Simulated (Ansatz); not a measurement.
HfN: equation of state with RPBE+D3(BJ)

HfN:

```
Hf N
1.0
     0.00000    2.25600    2.25600
     2.25600    0.00000    2.25600
     2.25600    2.25600    0.00000
Hf N
1 1
Direct
  0.00000 0.00000 0.00000
  0.50000 0.50000 0.50000
```

```
Program             : Ansatz 0.2.0
Task                : equation of state
Functional          : RPBE
Dispersion          : D3(BJ)
Potentials or basis : all-electron LAPW, relativistic spinors
Basis error allowed : 0.0005 eV/atom
k mesh              : 8 × 8 × 8
Occupations         : gaussian, width 0.15 eV
Spin                : spin-orbit coupling, no magnetisation
```

| Property | Result |
| --- | --- |
| Equilibrium volume | 10.58 Å³/atom (rough: see the caveat) |
| Bulk modulus | 349 GPa (rough) |

Energy against volume, from the lowest point:
| volume (Å³/atom) | energy (meV/atom) |
| --- | --- |
| 10.793 | 0.00 |
| 11.023 | 14.28 |
| 11.252 | 37.30 |
| 11.482 | 68.16 |
| 11.712 | 106.03 |
| 11.941 | 150.17 |
| 12.171 | 199.92 |

All runs of the series together: 5 min on 1 thread of Intel(R) Xeon(R) 6975P-C (Granite Rapids), with other jobs on the host.

Caveat: the minimum lies outside the volumes run.
